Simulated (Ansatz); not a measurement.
## Turning moments in Mn

System: Mn, a test cell of our own (not relaxed); the cell holds 2 atoms.

```yaml
crystal:
  lattice:
    - [2.59260, 0.00000, 0.00000]
    - [0.00000, 2.59260, 0.00000]
    - [0.00000, 0.00000, 3.66660]
  atoms:
    - { symbol: Mn, position: [0.00000, 0.00000, 0.00000] }
    - { symbol: Mn, position: [0.50000, 0.50000, 0.50000] }
```

Numbers behind element symbols give the atom's place in this list.

Method: Ansatz development build ahead of 0.2.0, DFT, LDA, PAW (an earlier, harder data set), plane waves, scalar-relativistic.

- Plane-wave cutoff: 720 eV
- k-point mesh: 4×4×3 (Γ-centred)
- Occupations: Fermi–Dirac smearing, 0.05 eV
- Valence electrons: 30

Site vectors of these older runs were integrated over wider regions than atomic spheres, and need not add up to the total.

The mesh is coarse, so energy differences (and at times their sign) aren't converged.

Spins are non-collinear; moments are vectors (x, y, z) in μB. Without spin–orbit coupling a common rotation of all moments costs nothing, so only their relative directions matter.

The default search runs further SCF cycles only where the state itself hints at a lower one. With a search on, the program may also reshape the start on open shells.

Only this run was made, so its end need not be the lowest state of the cell.

(1) Start Mn1 (-0.36, 0.27, -0.66), Mn2 (-1.56, 1.55, 0.11); default search for lower states. What happens?

Results:

(1) It converges in 34 iterations: sizes Mn1 1.69, Mn2 1.69 μB (collinear, opposed), net moment 0.00 μB; the program warns that the starting moments weren't kept.
